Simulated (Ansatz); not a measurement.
Nb under changes of volume

One of the cells (18.922 Å³/atom); the others are scaled copies at fixed shape and fractional positions:

```
CELL_PARAMETERS angstrom
0.00000 2.11500 2.11500
2.11500 0.00000 2.11500
2.11500 2.11500 0.00000
ATOMIC_POSITIONS crystal
Nb 0.00000 0.00000 0.00000
```

This isn't the form of Nb at room conditions, which is bcc.

```yaml
Program: Ansatz 0.2.0
Functional: r2SCAN
Potentials_or_basis: Ansatz PAW
Cutoff: "500 eV (not typed: the program's choice for these potentials)"
k_mesh: 11 × 11 × 11
Occupations: fermi-dirac, width 0.05 eV
Spin: no spin polarisation
```

| volume (Å³/atom) | energy over the lowest point (meV/atom) | pressure (GPa) |
| --- | --- | --- |
| 17.786 | 20.30 | 8.4 |
| 18.165 | ? | ? |
| 18.543 | 0.00 | 0.8 |
| 18.922 | 2.49 | -2.4 |
| 19.300 | 12.14 | -5.4 |
| 19.679 | 28.28 | -8.0 |
| 20.057 | 50.34 | -10.5 |

Task: What does the run at 18.165 Å³/atom give?

Result: Energy over the lowest point 5.59 meV/atom; pressure 4.4 GPa.

Worked out: A Birch-Murnaghan fit of order 3 (a polynomial in V^(-2/3)) to the other rows has its minimum at 18.61 Å³/atom with B0 = V·E''(V) = 164 GPa and B' = 4.3. It gives 5.66 meV/atom at 18.165 Å³/atom, against the run's 5.59, and -dE/dV = 4.2 GPa, against 4.4.

Energies are extrapolated to zero smearing.

Caveats: the PAW data sets come from PBE, with cores solved anew for the run's functional, which leaves a small shift of forces and pressure.
